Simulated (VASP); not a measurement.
A run of VASP 6.6.1 is set up as follows.

INCAR

```
PREC = Accurate
ENCUT = 520
EDIFF = 1E-7
ISMEAR = -1
SIGMA = 0.02
LREAL = Auto
LASPH = T
NELM = 100
ALGO = Fast
ISIF = 2
LWAVE = F
LCHARG = T
GGA = PE
LELF = T
LVHAR = T
NBANDS = 61
```

KPOINTS

```
Automatic mesh
0
Gamma
  1 1 1
```

The input POSCAR:

```
H18CO10
1.0
    6.7165700000      0.0000000000      0.0000000000
    0.0000000000      6.7165700000      0.0000000000
    0.0000000000      0.0000000000      6.7165700000
O H C
10 18 1
Direct
    0.4308895761      0.8513422774      0.8743599784
    0.9097947315      0.8400418666      0.4845776937
    0.6473840070      0.5749958684      0.5861920593
    0.2771355022      0.4914710931      0.0596733154
    0.1484537495      0.0962842641      0.7059406810
    0.3660499332      0.9270952287      0.2684703651
    0.7346160317      0.1382253144      0.8640719891
    0.2777608214      0.5091438041      0.4692127083
    0.7648844574      0.1590395097      0.3565361487
    1.0221139659      0.1726327575      0.1444636176
    0.5589162325      0.9017102479      0.8513720545
    0.3989536326      0.8782012247      1.0198062404
    0.9958505606      0.9091545238      0.5784053468
    0.7978774881      0.7669390775      0.5447274427
    0.5031437177      0.5773780367      0.5496704419
    0.7042284976      0.4872874101      0.4930641682
    0.3373150284      0.5868769327     -0.0389633399
    0.1491535114      0.4493513802      0.0041390174
    0.1710545710      0.2239684839      0.6271206881
    0.2697507805      0.0488195612      0.7757233231
    0.4896398013      0.9955974552      0.3198209801
    0.2549962258      1.0198062404      0.2692743469
    0.6502277204      0.2438744776      0.8057386434
    0.8461163957      0.1488110747      0.7800707802
    0.2325591783      0.6395972945      0.4780713966
    0.2789519055      0.4810193298      0.3225455850
    0.8372725960      0.0176727109      0.4148546058
    0.8142251179      0.3869981255      0.1812830061
    0.8778290109      0.2422814026      0.2141569283
```

Potentials or basis: VASP PAW PBE potentials, release 64 (O, H, C).

Run with:

```bash
$ cat potpaw_PBE.64/O/POTCAR potpaw_PBE.64/H/POTCAR potpaw_PBE.64/C/POTCAR > POTCAR
$ mpirun -np 1 vasp_gam > vasp.out
```

(1) Estimate the band gap on the k mesh.

(2) Predict the pressure.

(3) Predict the largest force.

Results:

(1) 4.90 eV, direct.

(2) 2.2 GPa.

(3) 4.318 eV/Å.

Caveat: the standard files for N, O and F lose accuracy on very short bonds.
